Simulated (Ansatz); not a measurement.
AlAs, space group F-43m: a dielectric-dependent hybrid calculation, run with the Python package of Ansatz (0.2.0).

`ddh.py`:
```python
"""A hybrid whose exact exchange is one over the dielectric constant of AlAs."""

import ansatz as az
import numpy as np


def count_gap(report):
    # lowest empty less highest filled band, counting bands; zero where they overlap
    return max(report.get("gap_by_band_count_ev") or 0.0, 0.0)


def main() -> None:
    alas = (
        az.Lattice.of((0.0, 2.8304, 2.8304), (2.8304, 0.0, 2.8304), (2.8304, 2.8304, 0.0))
        .atom("Al", (0.0, 0.0, 0.0))
        .atom("As", (0.25, 0.25, 0.25))
    )

    model = (
        alas.calculation()
        .kpoints(4, 4, 4)
        .occupations("fixed")
        .band_table()
    )
    semilocal = model.functional("pbesol").run(threads=1, pin="off").report
    hybrid = model.functional(exchange="pbesol", correlation="pbesol", exact_fraction="inverse_dielectric").run(threads=1, pin="off").report
    alpha = hybrid["hybrid"]["exact_exchange_fraction"]
    print(f"fraction of exact exchange {alpha:.4f}, so eps_inf = {1 / alpha:.2f}")
    print(f"gap by band count: {count_gap(semilocal):.3f} eV semilocal, {count_gap(hybrid):.3f} eV hybrid")


if __name__ == "__main__":
    main()
```

What fraction of exact exchange results, and what does it do to the gap?

The fraction is 0.1056, one over a mean dielectric constant (a third of the trace) of 9.47. It opens the gap from 1.300 to 1.874 eV, by 0.57 eV.

What the script printed:

```console
$ python ddh.py
DeckWarning: basis.ecutwfc = 420 eV, auto-derived from the records' recommended cutoffs: set by Al (normal level)
fraction of exact exchange 0.1056, so eps_inf = 9.47
gap by band count: 1.300 eV semilocal, 1.874 eV hybrid
```
(Warnings from the package without file and line.)

The k-point mesh is coarse, and energy and stress weren't tested for convergence. The structure is a deposited one; some such entries were measured under pressure or heat, so a shift against it needn't be the functional's error alone. Levels are Kohn-Sham eigenvalues on this mesh, without spin-orbit coupling. The gaps are those of a coarse mesh; the run finds the dielectric constant of the semilocal functional on meshes of its own. Wall time of the script: 20 s on 1 thread of Arm Neoverse V2, on a shared host, peak memory 0.77 GiB.
